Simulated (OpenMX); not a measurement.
CuAu in OpenMX: the effect of dispersion

The system is CuAu.

```
CELL_PARAMETERS angstrom
1.44306 0.83315 4.25617
-1.44306 0.83315 4.25617
0.00000 -1.66630 4.25617
ATOMIC_POSITIONS crystal
Au 0.00000 0.00000 0.00000
Cu 0.50000 0.50000 0.50000
```

The cell comes from a database or a generator and needn't be the stable form of this composition.

Alike in all runs:

| Quantity | Value |
| --- | --- |
| Program | OpenMX 3.8.5 |
| Task | single point |
| Functional | PBE |
| Potentials or basis | OpenMX 2013 PBE set, Au7.0-s3p2d2f1, Cu6.0H-s3p2d2, grid cutoff 500 Ry |
| k mesh | 9 × 9 × 9 |
| Occupations | fermi-dirac, width 0.05 eV |
| Spin | no spin polarisation |

| dispersion | pressure (GPa) |
| --- | --- |
| none | 5.4 |
| D3 | -1.5 |
| D3(BJ) | -0.8 |
| D4 | ? |

Task: What does the run with dispersion D4 give?

Result: Pressure 0.2 GPa.

Caveats: the basis of atomic orbitals isn't converged, which shifts pressures, moduli and gaps; pairwise dispersion overbinds metals, which lowers pressure and volume (some runs).
